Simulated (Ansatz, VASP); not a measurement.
# AlRu: VASP beside Ansatz

File INCAR:

```
SYSTEM = AlRu
PREC = Accurate ; ENCUT = 520
EDIFF = 1E-7 ; ISMEAR = 0
SIGMA = 0.012 ; LREAL = .FALSE.
LASPH = .TRUE. ; NELM = 60
ALGO = Fast ; ISIF = 2
LWAVE = .FALSE. ; LCHARG = .FALSE.
GGA = PE ; NBANDS = 16
```

Contents of KPOINTS:

```
Automatic mesh
0
G
  9 9 9
  0 0 0
```

Contents of POSCAR:

```
AlRu
1.0
    2.9916000000      0.0000000000      0.0000000000
    0.0000000000      2.9916000000      0.0000000000
    0.0000000000      0.0000000000      2.9916000000
Ru Al
1 1
Direct
    0.5000000000      0.5000000000      0.5000000000
    0.0000000000      0.0000000000      0.0000000000
```

input.yaml

```yaml
crystal:
  lattice:
    - [2.9916, 0.0, 0.0]
    - [0.0, 2.9916, 0.0]
    - [0.0, 0.0, 2.9916]
  atoms:
    - { symbol: Ru, position: [0.5, 0.5, 0.5] }
    - { symbol: Al, position: [0.0, 0.0, 0.0] }
hamiltonian:
  xc: pbe
  pseudopotentials: { kind: paw }
kpoints:
  mp_grid: { grid: [9, 9, 9] }
scf:
  occupations: { method: gaussian, width: 0.012 }
output:
  forces: true
  stress: true
  eigenvalues: true
```

Alike in both runs: task single point; functional PBE; k mesh 9 × 9 × 9; occupations gaussian, width 0.012 eV; no spin polarisation.

```csv
,VASP,Ansatz
version,VASP 6.6.1,Ansatz 0.2.0
potentials or method,"VASP PAW PBE potentials, release 64 (Ru_pv, Al)",Ansatz PAW
plane-wave cutoff (eV),520,420
valence electrons in the cell,17,19
```

|  | VASP | Ansatz | Ansatz less VASP |
| --- | --- | --- | --- |
| gap on the k mesh at the Fermi level (eV) | none | none | - |
| pressure (GPa) | 2.5 | 2.5 | +0.03 |

A gap of «none» marks a metal or a gap that the smearing closes. With one functional, cell and mesh, what is left measures potentials, basis and numerics. The two sets of potentials don't hold the same shells in valence.
